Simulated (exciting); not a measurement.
# CdSe (Fm-3m) in exciting: settings compared

Aim: see how the results for CdSe move with the level of theory and the settings. Levels: LDA, PBE. Tasks: single point.

All numbers are computed with exciting (release sodium); they aren't measurements. Logs are shortened: lines on timing, memory, paths and dates and some standing lists are left out, and cuts for length are marked.

### Step 1. Starting point

Symmetry: Fm-3m, No. 225, cubic system. Conventional cell: a = 5.748 Å, b = 5.748 Å, c = 5.748 Å, α = 90.00°, β = 90.00°, γ = 90.00°. Cd (site symmetry m-3m) has 6 Se at 2.87 Å as nearest neighbours. Se (site symmetry m-3m) is surrounded by 6 Cd at 2.87 Å.

Measurements of this composition are mostly on another form, of space group No. 186.

### Step 2. Single point, LDA

File input.xml:

```xml
<input>
  <title>CdSe</title>
  <structure speciespath="./" tshift="false">
    <crystal scale="1">
      <basevect>0.000000000000 5.430993513677 5.430993513677</basevect>
      <basevect>5.430993513677 0.000000000000 5.430993513677</basevect>
      <basevect>5.430993513677 5.430993513677 0.000000000000</basevect>
    </crystal>
    <species speciesfile="Cd.xml" rmt="2.3">
      <atom coord="0.000000000000 0.000000000000 0.000000000000"/>
    </species>
    <species speciesfile="Se.xml" rmt="2">
      <atom coord="0.500000000000 0.500000000000 0.500000000000"/>
    </species>
  </structure>
  <groundstate do="fromscratch" ngridk="8 8 8" rgkmax="9" gmaxvr="14" lmaxapw="10" lmaxmat="10" lmaxvr="8" xctype="LDA_PW" stype="Gaussian" swidth="0.00367493" nempty="10" ValenceRelativity="iora*" epsengy="1e-05" epspot="1e-05" maxscl="60" tforce="true" outputlevel="low"/>
</input>
```

Potentials or basis: all-electron LAPW+lo, shipped species files, valence relativity iora*.

On the command line:

```sh
$ OMP_NUM_THREADS=1 exciting_smp
```

INFO.OUT:

```text
================================================================================
EXCITING SODIUM started
[... 10 lines left out ...]

 Lattice vectors (cartesian) :
      0.0000000000      5.4309935137      5.4309935137
      5.4309935137      0.0000000000      5.4309935137
      5.4309935137      5.4309935137      0.0000000000

 Reciprocal lattice vectors (cartesian) :
     -0.5784563443      0.5784563443      0.5784563443
      0.5784563443     -0.5784563443      0.5784563443
      0.5784563443      0.5784563443     -0.5784563443

 Unit cell volume                           :     320.3818080692
 Brillouin zone volume                      :       0.7742331406

 Species :    1 (Cd)
     parameters loaded from                 :    Cd.xml
     name                                   :    cadmium

     atomic positions (lattice) :
       1 :   0.00000000  0.00000000  0.00000000

 Species :    2 (Se)
     parameters loaded from                 :    Se.xml
     name                                   :    selenium

     atomic positions (lattice) :
       1 :   0.50000000  0.50000000  0.50000000

 Total number of atoms per unit cell        :       2

 Spin treatment                             :    spin-unpolarised

 Number of Bravais lattice symmetries       :      48
 Number of crystal symmetries               :      48

 k-point grid                               :       8    8    8
 Total number of k-points                   :      29
 k-point set is reduced with crystal symmetries

 R^MT_min * |G+k|_max (rgkmax)              :       9.00000000

 G-vector grid sizes                        :      36    36    36
 Total number of G-vectors                  :   14841

 Total nuclear charge                       :     -82.00000000
 Total electronic charge                    :      82.00000000

 Number of empty states                     :      10
 Total number of valence states             :      28

 Exchange-correlation type                  :       3
     Perdew-Wang, Phys. Rev. B 45, 13244 (1992)

 Smearing scheme                            :    Gaussian
 Smearing width                             :       0.00367493

++++++++++++++++++++++++++++++++++++++++++++++++++++++++++++++++++++++++++++++++
+ Ending initialization                                                        +
++++++++++++++++++++++++++++++++++++++++++++++++++++++++++++++++++++++++++++++++

********************************************************************************
* Groundstate module started                                                   *
********************************************************************************
 Output level for this task is set to low

++++++++++++++++++++++++++++++++++++++++++++++++++++++++++++++++++++++++++++++++
[... 5 lines left out ...]
+ SCF iteration number :    1                                                  +
++++++++++++++++++++++++++++++++++++++++++++++++++++++++++++++++++++++++++++++++
 Total energy                               :     -8014.45023050
 _______________________________________________________________
 Fermi energy                               :         0.16655708
 DOS at Fermi energy (states/Ha/cell)       :         4.07205683
 Electron charge: Core leakage              :         0.00204680

++++++++++++++++++++++++++++++++++++++++++++++++++++++++++++++++++++++++++++++++
+ SCF iteration number :    2                                                  +
++++++++++++++++++++++++++++++++++++++++++++++++++++++++++++++++++++++++++++++++
 Total energy                               :     -8017.01423450
 _______________________________________________________________
 Fermi energy                               :         0.17495226
 DOS at Fermi energy (states/Ha/cell)       :        10.03548825
 Electron charge: Core leakage              :         0.00202711
[... 174 lines left out ...]
++++++++++++++++++++++++++++++++++++++++++++++++++++++++++++++++++++++++++++++++
+ SCF iteration number :   15                                                  +
++++++++++++++++++++++++++++++++++++++++++++++++++++++++++++++++++++++++++++++++
 Total energy                               :     -8018.12409755
 _______________________________________________________________
 Fermi energy                               :         0.18184296
 DOS at Fermi energy (states/Ha/cell)       :        12.02509033
 Electron charge: Core leakage              :         0.00201806

 RMS change in effective potential (target) :  0.342465E-08  ( 0.100000E-04)
 Absolute change in total energy   (target) :  0.121729E-05  ( 0.100000E-04)
 Charge distance                   (target) :  0.761878E-09  ( 0.100000E-04)
 Abs. change in max-nonIBS-force   (target) :   0.00000      ( 0.500000E-04)

++++++++++++++++++++++++++++++++++++++++++++++++++++++++++++++++++++++++++++++++
| Convergency criteria checked for the last 2 iterations                       +
| Convergence targets achieved. Performing final SCF iteration                 +
++++++++++++++++++++++++++++++++++++++++++++++++++++++++++++++++++++++++++++++++
 Total energy                               :     -8018.12409734
 _______________________________________________________________
 Fermi energy                               :         0.18184296
 DOS at Fermi energy (states/Ha/cell)       :        12.02508855
 Electron charge: Core leakage              :         0.00201806

++++++++++++++++++++++++++++++++++++++++++++++++++++++++++++++++++++++++++++++++
+ Self-consistent loop stopped                                                 +
++++++++++++++++++++++++++++++++++++++++++++++++++++++++++++++++++++++++++++++++
 STATE.OUT is written

--------------------------------------------------------------------------------
- Writing atomic positions and forces                                          -
--------------------------------------------------------------------------------

 Atomic positions (lattice) :
 atom     1  Cd  :     0.00000000    0.00000000    0.00000000
 atom     2  Se  :     0.50000000    0.50000000    0.50000000

 Total atomic forces including IBS (cartesian) :
 atom     1  Cd  :    -0.00000000   -0.00000000    0.00000000
 atom     2  Se  :     0.00000000    0.00000000    0.00000000

 Atomic force components including IBS (cartesian) :
 atom     1  Cd  :    -0.00000000   -0.00000000    0.00000000   HF force
                 :    -0.00000000    0.00000000    0.00000000   core correction
                 :     0.00000000   -0.00000000   -0.00000000   IBS correction
 atom     2  Se  :     0.00000000    0.00000000   -0.00000000   HF force
                 :     0.00000000   -0.00000000   -0.00000000   core correction
                 :    -0.00000000    0.00000000    0.00000000   IBS correction

********************************************************************************
[... 7 lines left out ...]
| EXCITING SODIUM stopped                                                      =
================================================================================
```

LINENGY.OUT:

```text
Species :    1 (Cd), atom :    1
 APW functions :
  l =  0, order =  1 :   0.1500000000
  l =  1, order =  1 :   0.6275000000
  l =  2, order =  1 :  -0.7875000000E-01
  l =  3, order =  1 :   0.1500000000
  l =  3, order =  2 :   0.1500000000
  l =  4, order =  1 :   0.1500000000
[... 11 lines left out ...]
  l = 10, order =  1 :   0.1500000000
  l = 10, order =  2 :   0.1500000000
 local-orbital functions :
  l.o. =  1, l =  0, order =  1 :   0.1500000000
  l.o. =  1, l =  0, order =  2 :   0.1500000000
  l.o. =  2, l =  1, order =  1 :   0.6275000000
  l.o. =  2, l =  1, order =  2 :   0.6275000000
  l.o. =  3, l =  2, order =  1 :  -0.7875000000E-01
  l.o. =  3, l =  2, order =  2 :  -0.7875000000E-01
  l.o. =  4, l =  1, order =  1 :   0.6275000000
  l.o. =  4, l =  1, order =  2 :   0.6275000000
  l.o. =  4, l =  1, order =  3 :   -2.127800000

Species :    2 (Se), atom :    1
 APW functions :
  l =  0, order =  1 :   0.1500000000
  l =  1, order =  1 :   0.1500000000
  l =  2, order =  1 :    1.085000000
  l =  3, order =  1 :   0.1500000000
  l =  3, order =  2 :   0.1500000000
  l =  4, order =  1 :   0.1500000000
[... 11 lines left out ...]
  l = 10, order =  1 :   0.1500000000
  l = 10, order =  2 :   0.1500000000
 local-orbital functions :
  l.o. =  1, l =  0, order =  1 :   0.1500000000
  l.o. =  1, l =  0, order =  2 :   0.1500000000
  l.o. =  2, l =  1, order =  1 :   0.1500000000
  l.o. =  2, l =  1, order =  2 :   0.1500000000
  l.o. =  3, l =  2, order =  1 :    1.085000000
  l.o. =  3, l =  2, order =  2 :    1.085000000
  l.o. =  4, l =  2, order =  1 :    1.085000000
  l.o. =  4, l =  2, order =  2 :    1.085000000
  l.o. =  4, l =  2, order =  3 :   -1.544800000
```

WARNINGS.OUT:

```text
Inversion symmetry is present. Consider using input%groundstate%solver%type = "inversionsymmetry"
```

Run time: 2.9 min. Hardware: 1 thread of Arm Neoverse V1, shared host; peak memory 0.14 GiB.

Results:

- Free energy: -218184.2740 eV
- Band gap on the k mesh: none (metal or under the smearing width)
- Density of states at the Fermi level: 0.44 states/eV per cell

Caveat: the log's total energy holds no entropy term; the free energy is that total less TS from the occupations.

### Step 3. Single point, PBE

Edit input.xml of step 2 so:

```diff
@@ -15,3 +15,3 @@
   </structure>
-  <groundstate do="fromscratch" ngridk="8 8 8" rgkmax="9" gmaxvr="14" lmaxapw="10" lmaxmat="10" lmaxvr="8" xctype="LDA_PW" stype="Gaussian" swidth="0.00367493" nempty="10" ValenceRelativity="iora*" epsengy="1e-05" epspot="1e-05" maxscl="60" tforce="true" outputlevel="low"/>
+  <groundstate do="fromscratch" ngridk="8 8 8" rgkmax="9" gmaxvr="14" lmaxapw="10" lmaxmat="10" lmaxvr="8" xctype="GGA_PBE" stype="Gaussian" swidth="0.00183747" nempty="10" ValenceRelativity="iora*" epsengy="1e-05" epspot="1e-05" maxscl="60" tforce="true" outputlevel="high"/>
 </input>
```

Potentials or basis: all-electron LAPW+lo, shipped species files, valence relativity iora*.

On the command line:

```sh
$ OMP_NUM_THREADS=1 exciting_smp
```

It took 2.9 min on 1 thread of Arm Neoverse V1, shared host; peak memory 0.14 GiB.

The run converged. Its results:

| Quantity | Value |
| --- | --- |
| Free energy | -218406.6437 eV |
| Band gap on the k mesh | none (metal or under the smearing width) |
| All electrons inside the program's atomic spheres | Cd 45.90; Se 31.22 (radii Cd 2.3, Se 2.0 bohr) |

Levels at points of the mesh, in eV from the Fermi level:
```tsv
k point	band 14	band 15	band 16	band 17	band 18	band 19	band 20	band 21
(0.00, 0.00, 0.00)	-7.95	-0.64	-0.64	-0.64	0.06	8.69	8.69	8.69
(0.50, 0.00, 0.00)	-7.81	-4.95	-0.07	-0.07	3.00	5.24	5.24	5.89
(0.50, 0.50, 0.00)	-7.28	-4.08	-2.07	-2.07	-0.47	5.49	9.65	10.25
```
